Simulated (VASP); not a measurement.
# KI (Fm-3m) in VASP: notebook

Aim: see how the results for KI move with the level of theory and the settings. Levels: PBEsol, PBE, r2SCAN0. Tasks: single point.

Everything below comes from runs of VASP 6.6.1. Logs are shortened: lines on timing, memory, paths and dates and some standing lists are left out, and cuts for length are marked.

**What was measured.**

From a printed reference work, monograph, for a bulk crystal of KI: band gap 6.32 eV.

How close the calculation comes is told below.

## Step 1: The cell of the first run

The structure is cubic, space group Fm-3m (No. 225). The conventional cell has a = 7.018 Å, b = 7.018 Å, c = 7.018 Å, α = 90.00°, β = 90.00°, γ = 90.00°. Within 4.6 Å of I (site symmetry m-3m) lie 6 K at 3.51 Å. Within 4.6 Å of K (site symmetry m-3m) lie 6 I at 3.51 Å.

## Step 2: Single point, PBEsol (volume scaled by 0.98)

INCAR

```
PREC     = Accurate       # precision mode
ENCUT    = 520            # plane-wave cutoff, eV
EDIFF    = 1E-6           # SCF threshold, eV
ISMEAR   = -1             # smearing method
SIGMA    = 0.05           # smearing width, eV
LREAL    = False          # projectors in reciprocal space
LASPH    = True           # aspherical terms in the spheres
NELM     = 100            # most SCF steps
ALGO     = Normal         # electronic algorithm
ISIF     = 2              # what is computed and relaxed
LWAVE    = False          # write WAVECAR
LCHARG   = True           # write CHGCAR
GGA      = PS             # functional
LELF     = True           # ELF
LVHAR    = True         
NBANDS   = 15             # bands
```

KPOINTS

```
regular mesh
0
Gamma
  7 7 7
```

POSCAR

```
KI
1.0
    0.0000000000      3.5090643863      3.5090643863
    3.5090643863      0.0000000000      3.5090643863
    3.5090643863      3.5090643863      0.0000000000
I K
1 1
Direct
    0.5000000000      0.5000000000      0.5000000000
    0.0000000000      0.0000000000      0.0000000000
```

Potentials or basis: VASP PAW PBE potentials, release 64 (I, K_sv).

Started as:

```sh
cat potpaw_PBE.64/I/POTCAR potpaw_PBE.64/K_sv/POTCAR > POTCAR
mpirun -np 1 vasp_std > vasp.out
```

OUTCAR:

```text
PREC = Accurate
   ENCUT = 520
   EDIFF = 1E-6
   ISMEAR = -1
   LREAL = False
   LASPH = True
   NELM = 100
   ISIF = 2
   GGA = PS

 ion  position               nearest neighbor table
   1  0.500  0.500  0.500-   2 3.51   2 3.51   2 3.51   2 3.51   2 3.51   2 3.51
   2  0.000  0.000  0.000-   1 3.51   1 3.51   1 3.51   1 3.51   1 3.51   1 3.51

  LATTYP: Found a face centered cubic cell.
 ALAT       =     7.0181287726

  Lattice vectors:

 A1 = (   0.0000000000,   3.5090643863,   3.5090643863)
 A2 = (   3.5090643863,   0.0000000000,   3.5090643863)
 A3 = (   3.5090643863,   3.5090643863,   0.0000000000)

Analysis of symmetry for initial positions (statically):
=====================================================================
 Subroutine PRICEL returns:
 Original cell was already a primitive cell.

 Routine SETGRP: Setting up the symmetry group for a
 face centered cubic supercell.

 Subroutine GETGRP returns: Found 48 space group operations
 (whereof 48 operations were pure point group operations)
 out of a pool of 48 trial point group operations.

The static configuration has the point symmetry O_h .

Analysis of symmetry for dynamics (positions and initial velocities):
=====================================================================
 Subroutine PRICEL returns:
 Original cell was already a primitive cell.

 Routine SETGRP: Setting up the symmetry group for a
 face centered cubic supercell.

 Subroutine GETGRP returns: Found 48 space group operations
 (whereof 48 operations were pure point group operations)
 out of a pool of 48 trial point group operations.

The dynamic configuration has the point symmetry O_h .

 Subroutine INISYM returns: Found 48 space group operations
 (whereof 48 operations are pure point group operations),
 and found     1 'primitive' translations

----------------------------------------------------------------------------------------

                                     Primitive cell

  volume of cell :      86.4180

  direct lattice vectors                    reciprocal lattice vectors
     0.000000000  3.509064386  3.509064386    -0.142488124  0.142488124  0.142488124
     3.509064386  0.000000000  3.509064386     0.142488124 -0.142488124  0.142488124
     3.509064386  3.509064386  0.000000000     0.142488124  0.142488124 -0.142488124

  length of vectors
     4.962566446  4.962566446  4.962566446     0.246796670  0.246796670  0.246796670

  position of ions in fractional coordinates (direct lattice)
     0.500000000  0.500000000  0.500000000
     0.000000000  0.000000000  0.000000000

  ion indices of the primitive-cell ions
   primitive index   ion index
                 1           1
                 2           2

----------------------------------------------------------------------------------------

 KPOINTS: regular mesh

Automatic generation of k-mesh.
 Grid dimensions read from file:
 generate k-points for:    7    7    7

 Generating k-lattice:

  Cartesian coordinates                     Fractional coordinates (reciprocal lattice)
    -0.020355446  0.020355446  0.020355446     0.142857143  0.000000000  0.000000000
     0.020355446 -0.020355446  0.020355446     0.000000000  0.142857143  0.000000000
     0.020355446  0.020355446 -0.020355446     0.000000000  0.000000000  0.142857143

  Length of vectors
     0.035256667  0.035256667  0.035256667

  Shift w.r.t. Gamma in fractional coordinates (k-lattice)
     0.000000000  0.000000000  0.000000000

 Subroutine IBZKPT returns following result:
 ===========================================

 Found     20 irreducible k-points:

 Following reciprocal coordinates:
            Coordinates               Weight
  0.000000  0.000000  0.000000      1.000000
  0.142857  0.000000  0.000000      8.000000
  0.285714  0.000000  0.000000      8.000000
  0.428571  0.000000  0.000000      8.000000
  0.142857  0.142857  0.000000      6.000000
  0.285714  0.142857  0.000000     24.000000
[... 12 lines left out ...]
 -0.428571  0.428571  0.142857     24.000000
 -0.285714  0.428571  0.142857     24.000000
   k-points           NKPTS =     20   k-points in BZ     NKDIM =     20   number of bands    NBANDS=     15
   number of dos      NEDOS =    301   number of ions     NIONS =      2
   total plane-waves  NPLWV =  64000
   dimension x,y,z NGX =    40 NGY =   40 NGZ =   40
   dimension x,y,z NGXF=    80 NGYF=   80 NGZF=   80
   ions per type =               1   1
   NGX,Y,Z   is equivalent  to a cutoff of  13.40, 13.40, 13.40 a.u.
   NGXF,Y,Z  is equivalent  to a cutoff of  26.80, 26.80, 26.80 a.u.
 SYSTEM =  unknown system
   PREC   = accura    normal or accurate (medium, high low for compatibility)
   ISTART =      0    job   : 0-new  1-cont  2-samecut
   ICHARG =      2    charge: 1-file 2-atom 10-const
   ISPIN  =      1    spin polarized calculation?
   LNONCOLLINEAR =      F non collinear calculations
   LSORBIT =      F    spin-orbit coupling
   LASPH  =      T    aspherical Exc in radial PAW
   ENCUT  =  520.0 eV  38.22 Ry    6.18 a.u.   9.23  9.23  9.23*2*pi/ulx,y,z
   NELM   =    100;   NELMIN=  2; NELMDL= -5     # of ELM steps
   EDIFF  = 0.1E-05   stopping-criterion for ELM
   LREAL  =      F    real-space projection
   EDIFFG = 0.1E-04   stopping-criterion for IOM
   NSW    =      0    number of steps for IOM
   IBRION =     -1    ionic relax: 0-MD 1-quasi-New 2-CG
   NFREE  =      0    steps in history (QN), initial steepest desc. (CG)
   ISIF   =      2    stress and relaxation
   ISYM   =      2    0-nonsym 1-usesym 2-fastsym
   POTIM  = 0.5000    time-step for ionic-motion
   TEBEG  =    0.0;   TEEND  =   0.0 temperature during run
   PSTRESS=    0.0 pullay stress
   NELECT =      16.0000    total number of electrons
   NUPDOWN=      -1.0000    fix difference up-down
   EMIN   =  10.00;   EMAX   =-10.00  energy-range for DOS
   EFERMI =   0.00;   METHOD = LEGACY
   ISMEAR =    -1;   SIGMA  =   0.05  broadening in eV -4-tet -1-fermi 0-gaus
   EFERMI_NEDOS =   21; number of points for ismear=-14 and -15
   IALGO  =     38    algorithm
   IMIX   =      4    mixing-type and parameters
     AMIX     =   0.40;   BMIX     =  1.00
     AMIX_MAG =   1.60;   BMIX_MAG =  1.00
  volume/ion in A,a.u.               =      43.21       291.59
  Fermi-wavevector in a.u.,A,eV,Ry     =   0.933068  1.763244 11.845459  0.870617
  Thomas-Fermi vector in A             =   2.059732
   LORBIT       =      0    0 simple, 1 ext, 2 COOP (PROOUT), +10 PAW based schemes
   GGA     = PS    functional components
   LHFCALC =     F    Hartree Fock is set to
   AEXX    =    0.0000 exact exchange contribution
   IVDW    =     0    specifies the selected vdW correction
   LEPSILON=     F    determine dielectric tensor
   LRPA    =     F    only Hartree local field effects (RPA)
 non-spin polarized calculation
  energy-cutoff  :      520.00
  volume of cell :       86.42
 maximum number of plane-waves:      2341
 NGX is ok and might be reduce to    40
   NGX = 19   NGY = 19   NGZ = 19

 number of electron      15.9999999 magnetization

 Free energy of the ion-electron system (eV)
  ---------------------------------------------------
  ext. energy  EPLUGINS =         0.00000000
  ---------------------------------------------------
  free energy    TOTEN  =        -5.81603616 eV

  energy without entropy =       -5.81603616  energy(sigma->0) =       -5.81603616

 E-fermi :   0.6638     XC(G=0):  -7.4252

 val. band max:       -0.4037635174   @ k =   0.0000   0.0000   0.0000
 cond. band min:       3.4523596795   @ k =   0.0000   0.0000   0.0000
 fundamental gap:      3.8561231969
 Fermi energy:         0.6637984991

 k-point     1 :       0.0000    0.0000    0.0000
  band No.  band energies     occupation
      1     -28.6953      2.00000
      2     -12.2506      2.00000
      3     -12.2506      2.00000
      4     -12.2506      2.00000
      5     -10.9724      2.00000
      6      -0.4038      2.00000
      7      -0.4038      2.00000
      8      -0.4038      2.00000
      9       3.4524      0.00000
     10       6.0131      0.00000
     11       6.0131      0.00000
     12       6.0131      0.00000
     13       6.7680      0.00000
     14       6.7680      0.00000
     15       9.2183      0.00000

 k-point     2 :       0.1429    0.0000    0.0000
  band No.  band energies     occupation
      1     -28.6948      2.00000
      2     -12.2905      2.00000
      3     -12.2511      2.00000
      4     -12.2511      2.00000
      5     -10.9069      2.00000
      6      -0.7512      2.00000
      7      -0.4776      2.00000
      8      -0.4776      2.00000
      9       3.9525      0.00000
     10       5.9228      0.00000
     11       6.2365      0.00000
     12       6.2365      0.00000
     13       7.0102      0.00000
     14       7.0102      0.00000
     15       9.9268      0.00000

 k-point     3 :       0.2857    0.0000    0.0000
  band No.  band energies     occupation
      1     -28.6938      2.00000
      2     -12.3694      2.00000
      3     -12.2522      2.00000
      4     -12.2522      2.00000
      5     -10.7690      2.00000
      6      -1.3568      2.00000
      7      -0.6326      2.00000
      8      -0.6326      2.00000
      9       4.7088      0.00000
     10       6.2630      0.00000
     11       6.8026      0.00000
     12       6.8026      0.00000
     13       7.6888      0.00000
     14       7.6888      0.00000
     15       9.6311      0.00000
[... 271 lines left out ...]
 k-point    19 :      -0.4286    0.4286    0.1429
  band No.  band energies     occupation
      1     -28.6922      2.00000
      2     -12.3218      2.00000
      3     -12.2783      2.00000
      4     -12.2762      2.00000
      5     -10.7666      2.00000
      6      -1.3935      2.00000
      7      -0.9325      2.00000
      8      -0.9055      2.00000
      9       4.9972      0.00000
     10       5.8712      0.00000
     11       7.0094      0.00000
     12       7.9624      0.00000
     13       8.2542      0.00000
     14       9.1001      0.00000
     15       9.5968      0.00000

 k-point    20 :      -0.2857    0.4286    0.1429
  band No.  band energies     occupation
      1     -28.6922      2.00000
      2     -12.3300      2.00000
      3     -12.2891      2.00000
      4     -12.2727      2.00000
      5     -10.7396      2.00000
      6      -1.2447      2.00000
      7      -1.2208      2.00000
      8      -0.9138      2.00000
      9       5.5837      0.00000
     10       6.3263      0.00000
     11       6.3860      0.00000
     12       7.7854      0.00000
     13       8.3678      0.00000
     14       8.9229      0.00000
     15       9.7581      0.00000

------------------------ aborting loop because EDIFF is reached ----------------------------------------

  FORCE on cell =-STRESS in cart. coord.  units (eV):
  Direction    XX          YY          ZZ          XY          YZ          ZX
  --------------------------------------------------------------------------------------
  -------------------------------------------------------------------------------------
  Total       -0.0087545     -0.0087545     -0.0087545      0.0000000      0.0000000      0.0000000
  in kB       -0.1623072     -0.1623072     -0.1623072      0.0000000      0.0000000      0.0000000
  external PRESSURE =      -0.1623072 kB  Pullay stress =       0.0000000 kB

 VOLUME and BASIS-vectors are now :
 -----------------------------------------------------------------------------
  energy-cutoff  :      520.00
  volume of cell :       86.42
      direct lattice vectors                 reciprocal lattice vectors
     0.000000000  3.509064386  3.509064386    -0.142488124  0.142488124  0.142488124
     3.509064386  0.000000000  3.509064386     0.142488124 -0.142488124  0.142488124
     3.509064386  3.509064386  0.000000000     0.142488124  0.142488124 -0.142488124

 POSITION                                       TOTAL-FORCE (eV/Angst)
 -----------------------------------------------------------------------------------
      3.50906      3.50906      3.50906         0.000000     -0.000000     -0.000000
      0.00000      0.00000      0.00000         0.000000      0.000000      0.000000
 -----------------------------------------------------------------------------------
    total drift:                                0.000000     -0.000000     -0.000000

  FREE ENERGIE OF THE ION-ELECTRON SYSTEM (eV)
  ---------------------------------------------------
  free  energy   TOTEN  =        -5.8160361625 eV

  energy  without entropy=       -5.8160361625  energy(sigma->0) =       -5.81603616
```

It took 51 s on 1 thread of Intel Xeon 8259CL, shared host; peak memory 0.24 GiB.

Results:

```yaml
Free_energy: -5.8160 eV
Pressure: 0.0 GPa
Band_gap_on_the_k_mesh: 3.86 eV, direct
```

Levels at points of the mesh, in eV from the valence-band top:
```tsv
k point	band 5	band 6	band 7	band 8	band 9	band 10	band 11	band 12
(0.00, 0.00, 0.00)	-10.57	0.00	0.00	0.00	3.86	6.42	6.42	6.42
```

Caveat: the cell differs from its parent crystal (volume scaled by 0.98); the PAW data sets were made with another functional, which shifts forces and pressure a little; spin-orbit coupling is left out, which moves the levels of the heavy elements.

## Step 3: Single point, PBE

This run uses another cell than the first one, of 44.09 Å³/atom, 1.020 times its volume.

INCAR

```
PREC     = Accurate       # precision mode
ENCUT    = 500            # plane-wave cutoff, eV
EDIFF    = 1E-6           # SCF threshold, eV
ISMEAR   = 0              # smearing method
SIGMA    = 0.01           # smearing width, eV
LREAL    = F              # projectors in reciprocal space
LASPH    = T              # aspherical terms in the spheres
NELM     = 120            # most SCF steps
ALGO     = Normal         # electronic algorithm
ISIF     = 2              # what is computed and relaxed
LWAVE    = F              # write WAVECAR
LCHARG   = T              # write CHGCAR
GGA      = PE             # functional
LELF     = T              # ELF
LVHAR    = T            
NBANDS   = 15             # bands
GGA_COMPAT= F
```

KPOINTS

```
regular mesh
0
Gamma
  4 4 4
```

POSCAR

```
KI
1.0
    0.0000000000      3.5327750000      3.5327750000
    3.5327750000      0.0000000000      3.5327750000
    3.5327750000      3.5327750000      0.0000000000
I K
1 1
Direct
    0.5000000000      0.5000000000      0.5000000000
    0.0000000000      0.0000000000      0.0000000000
```

Potentials or basis: VASP PAW PBE potentials, release 64 (I, K_sv).

Started as:

```sh
cat potpaw_PBE.64/I/POTCAR potpaw_PBE.64/K_sv/POTCAR > POTCAR
mpirun -np 1 vasp_std > vasp.out
```

OUTCAR:

```text
PREC = Accurate
   ENCUT = 500
   EDIFF = 1E-6
   ISMEAR = 0
   LREAL = F
   LASPH = T
   NELM = 120
   ISIF = 2
   GGA = PE

 ion  position               nearest neighbor table
   1  0.500  0.500  0.500-   2 3.53   2 3.53   2 3.53   2 3.53   2 3.53   2 3.53
   2  0.000  0.000  0.000-   1 3.53   1 3.53   1 3.53   1 3.53   1 3.53   1 3.53

  LATTYP: Found a face centered cubic cell.
 ALAT       =     7.0655500000

  Lattice vectors:
[... 310 lines left out ...]
     14       9.2313      0.00000
     15       9.6050      0.00000

------------------------ aborting loop because EDIFF is reached ----------------------------------------

  FORCE on cell =-STRESS in cart. coord.  units (eV):
  Direction    XX          YY          ZZ          XY          YZ          ZX
  --------------------------------------------------------------------------------------
  -------------------------------------------------------------------------------------
  Total        0.3457422      0.3457422      0.3457422      0.0000000      0.0000000      0.0000000
  in kB        6.2818127      6.2818127      6.2818127      0.0000000      0.0000000      0.0000000
  external PRESSURE =       6.2818127 kB  Pullay stress =       0.0000000 kB

 VOLUME and BASIS-vectors are now :
 -----------------------------------------------------------------------------
  energy-cutoff  :      500.00
  volume of cell :       88.18
      direct lattice vectors                 reciprocal lattice vectors
     0.000000000  3.532775000  3.532775000    -0.141531799  0.141531799  0.141531799
     3.532775000  0.000000000  3.532775000     0.141531799 -0.141531799  0.141531799
     3.532775000  3.532775000  0.000000000     0.141531799  0.141531799 -0.141531799

 POSITION                                       TOTAL-FORCE (eV/Angst)
 -----------------------------------------------------------------------------------
      3.53277      3.53277      3.53277        -0.000000     -0.000000     -0.000000
      0.00000      0.00000      0.00000         0.000000      0.000000      0.000000
 -----------------------------------------------------------------------------------
    total drift:                                0.000000      0.000000      0.000000

  FREE ENERGIE OF THE ION-ELECTRON SYSTEM (eV)
  ---------------------------------------------------
  free  energy   TOTEN  =        -5.5554339100 eV

  energy  without entropy=       -5.5554339100  energy(sigma->0) =       -5.55543391
```

OSZICAR:

```text
N       E                     dE             d eps       ncg     rms          rms(c)
DAV:   1     0.868046180443E+02    0.86805E+02   -0.61083E+03   240   0.864E+02
DAV:   2    -0.116218672838E+00   -0.86921E+02   -0.81000E+02   317   0.209E+02
DAV:   3    -0.536726695530E+01   -0.52510E+01   -0.52270E+01   317   0.449E+01
DAV:   4    -0.563463926499E+01   -0.26737E+00   -0.26734E+00   391   0.929E+00
DAV:   5    -0.563646669776E+01   -0.18274E-02   -0.18274E-02   331   0.929E-01    0.306E+00
DAV:   6    -0.555356528227E+01    0.82901E-01   -0.94650E-02   296   0.177E+00    0.218E+00
DAV:   7    -0.554964728306E+01    0.39180E-02   -0.11257E-01   303   0.168E+00    0.784E-01
DAV:   8    -0.555480162208E+01   -0.51543E-02   -0.11748E-02   282   0.700E-01    0.127E-01
DAV:   9    -0.555525625486E+01   -0.45463E-03   -0.77122E-04   310   0.165E-01    0.779E-02
DAV:  10    -0.555538655404E+01   -0.13030E-03   -0.12186E-04   315   0.579E-02    0.210E-02
DAV:  11    -0.555543407201E+01   -0.47518E-04   -0.59174E-05   268   0.444E-02    0.177E-02
DAV:  12    -0.555543391004E+01    0.16197E-06   -0.24561E-06   295   0.120E-02
   1 F= -.55554339E+01 E0= -.55554339E+01  d E =-.683748E-27
```

stdout:

```text
POSCAR found type information on POSCAR I K
 POSCAR found :  2 types and       2 ions
 scaLAPACK will be used
 LDA part: xc-table for (Slater+PW92), standard interpolation
 POSCAR, INCAR and KPOINTS ok, starting setup
 FFT: planning ... GRIDC
 FFT: planning ... GRID_SOFT
 FFT: planning ... GRID
 WAVECAR not read
 entering main loop
```

Wall time 8.3 s (1 thread of Intel Xeon 6975P-C (Granite Rapids), shared host); peak memory 0.19 GiB.

Results:

| Property | Result |
| --- | --- |
| Free energy | -5.5554 eV |
| Pressure | 0.6 GPa |
| Band gap on the k mesh | 3.96 eV, direct |

Caveat: spin-orbit coupling is left out, which moves the levels of the heavy elements.

(Continued in part 2 of 2.)
